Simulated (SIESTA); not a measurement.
The system is NiO.

```
CELL_PARAMETERS angstrom
0.00000 2.08590 2.08590
2.08590 0.00000 2.08590
2.08590 2.08590 0.00000
ATOMIC_POSITIONS crystal
Ni 0.00000 0.00000 0.00000
O 0.50000 0.50000 0.50000
```

Base run:

| Quantity | Value |
| --- | --- |
| Program | SIESTA 5.4.2 |
| Functional | PBEsol |
| Potentials or basis | PseudoDojo 0.4 standard (PBEsol files) |
| Basis | SZ (energy shift 0.003 Ry) |
| Grid cutoff | 800 Ry |
| Energy shift | 0.003 Ry |
| k mesh | 11 × 11 × 11 |
| Occupations | fermi-dirac, width 0.05 eV |
| Spin | collinear spin, ferromagnetic start |
| Starting moments | [1.0, 0.0] μB |

Its results: band gap on the k mesh none (metal or under the smearing width); pressure -3.9 GPa; net moment 0.30 μB per cell; site moments Ni +0.25; O +0.05 μB.

After a change of settings the same cell gave: band gap on the k mesh none (metal or under the smearing width); pressure -0.1 GPa; net moment 1.30 μB per cell; site moments Ni +1.10; O +0.21 μB. Which change was it?
A. basis from SZ (energy shift 0.003 Ry) to TZP (energy shift 0.003 Ry; two zetas on semicore shells)
B. basis from SZ (energy shift 0.003 Ry) to SZP (energy shift 0.003 Ry)
C. basis from SZ (energy shift 0.003 Ry) to DZP (energy shift 0.003 Ry; two zetas on semicore shells)
D. basis from SZ (energy shift 0.003 Ry) to DZ (energy shift 0.003 Ry; two zetas on semicore shells)

B.

Caveats: short orbitals over semicore shells can move pressures by several GPa; the basis of atomic orbitals isn't converged, which shifts pressures, moduli and gaps; semilocal functionals often make such compounds metallic where correlation or magnetic order opens a gap, which also shifts bond lengths; the basis has no polarisation orbitals (some runs); a cell with one magnetic atom can't hold antiferromagnetic order, which such compounds often take (some runs).
